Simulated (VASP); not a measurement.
Here is a VASP 6.6.1 calculation.

INCAR

```
SYSTEM = CoSi
ALGO     = Normal         ! electronic algorithm
EDIFF    = 1E-6           ! SCF threshold, eV
ENCUT    = 520            ! plane-wave cutoff, eV
ISIF     = 2              ! what is computed and relaxed
ISMEAR   = -1             ! smearing method
ISPIN    = 2              ! spin polarisation
LASPH    = .True.         ! aspherical terms in the spheres
LCHARG   = .False.        ! write CHGCAR
LDAU     = .True.         ! DFT+U
LDAUJ    = 0 0          
LDAUL    = 2 -1           ! shell
LDAUPRINT= 1            
LDAUTYPE = 2            
LDAUU    = 5 0            ! U, eV
LMAXMIX  = 4              ! l up to which the mixer works
LMIXTAU  = .True.       
LORBIT   = 11             ! projections on sites
LREAL    = .False.        ! projectors in reciprocal space
LWAVE    = .False.        ! write WAVECAR
MAGMOM   = 2 2 2 2 0 0 0 0 ! initial moments
METAGGA  = R2SCAN         ! meta-GGA
NELM     = 120            ! most SCF steps
PREC     = Accurate       ! precision mode
SIGMA    = 0.05           ! smearing width, eV
```

File KPOINTS:

```
k-points
0
Gamma
  5 5 5
  0 0 0
```

Contents of POSCAR:

```
CoSi
1.0
    4.4380000000      0.0000000000      0.0000000000
    0.0000000000      4.4380000000      0.0000000000
    0.0000000000      0.0000000000      4.4380000000
Co Si
4 4
Direct
    0.8600000000      0.6400000000      0.3600000000
    0.6400000000      0.3600000000      0.8600000000
    0.3600000000      0.8600000000      0.6400000000
    0.1400000000      0.1400000000      0.1400000000
    0.1570000000      0.3430000000      0.6570000000
    0.3430000000      0.6570000000      0.1570000000
    0.6570000000      0.1570000000      0.3430000000
    0.8430000000      0.8430000000      0.8430000000
```

Potentials or basis: VASP PAW PBE potentials, release 64 (Co, Si).

Run with:

```bash
$ cat potpaw_PBE.64/Co/POTCAR potpaw_PBE.64/Si/POTCAR > POTCAR
$ mpirun -np 1 vasp_std > vasp.out
```

(1) What does it give for the pressure?

(2) Predict the net moment.

Answers

(1) 1.7 GPa.

(2) 4.00 μB per cell.

Caveat: the PAW data sets were made with another functional, which shifts forces and pressure a little; the U is typed as a test and isn't derived for this compound.
